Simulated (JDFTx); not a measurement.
Runs of JDFTx 1.7.0 (patched build) on Al. Symmetry: Fm-3m, No. 225, cubic system. Conventional cell: a = 4.050 Å, b = 4.050 Å, c = 4.050 Å, α = 90.00°, β = 90.00°, γ = 90.00°. Al (site symmetry m-3m) has 12 Al at 2.86 Å as nearest neighbours. 

```tsv
task	level	potentials or basis	cell	k mesh	cutoff (eV)	further solve for the empty bands	gap on the mesh (eV)	pressure (GPa)	V0 of scaled cells (Å³/atom)	B0 (GPa)
relaxation of cell and atoms	PBE+D2	PseudoDojo-SR-PBE-0.5-standard	relaxed	11 × 11 × 11	544	no	none	0.0	-	-
equation of state	RPBE	PseudoDojo-SR-PBE-0.5-standard	as given	11 × 11 × 11	544	-	-	-	(a)	79
single point	PBEsol	PseudoDojo-SR-PBEsol-0.4.1-standard	as given	12 × 12 × 12	544	no	none	-2.0	-	-
equation of state	PBEsol	PseudoDojo-SR-PBEsol-0.4.1-standard	as given	11 × 11 × 11	544	-	-	-	(b)	84
equation of state	LDA	PseudoDojo-SR-LDA-0.4.1-standard	as given	11 × 11 × 11	599	-	-	-	15.78	85
equation of state	r2SCAN	SG15-PBE-1.2	as given	11 × 11 × 11	1088	-	-	-	16.25	89
```

Alike in all rows: no spin polarisation; smearing fermi-dirac 0.05 eV.

Q: Fill in the values left out.

A: (a) 16.49; (b) 16.18.

Caveats: the potentials were made for another functional, which shifts forces and pressure (some runs); pairwise dispersion overbinds metals, which lowers pressure and volume (some runs).

A gap of «none» marks a metal or a gap under the smearing width.
